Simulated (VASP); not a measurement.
A run of VASP 6.6.1 is set up as follows.

Contents of INCAR:

```
PREC = Accurate
ENCUT = 600
EDIFF = 1E-7
ISMEAR = 1
SIGMA = 0.1
LREAL = F
LASPH = T
NELM = 80
ALGO = Normal
ISIF = 3
LWAVE = F
LCHARG = F
GGA = PS
IBRION = 2
NSW = 90
EDIFFG = -0.005
```

File KPOINTS:

```
Automatic mesh
0
Gamma
  16 16 16
```

The input POSCAR:

```
Se                                      
1.0
   -1.6884832263      1.6884832263      1.6884832263
    1.6884832263     -1.6884832263      1.6884832263
    1.6884832263      1.6884832263     -1.6884832263
  Se            
     1
Direct
     0.0000000000000000    0.0000000000000000    0.0000000000000000
```

Potentials or basis: VASP PAW PBE potentials, release 64 (Se).

Launch:

```bash
$ cat potpaw_PBE.64/Se/POTCAR > POTCAR
$ mpirun -np 1 vasp_std > vasp.out
```

Task: What does it give for the band gap on the k mesh?

Result: None (metal or under the smearing width).

Final structure:
```
Se
1.0
    -1.68848    1.68848    1.68848
     1.68848   -1.68848    1.68848
     1.68848    1.68848   -1.68848
Se
1
Direct
  0.00000 0.00000 0.00000
```

Caveat: the relaxation stopped at its first step, so nothing moved.
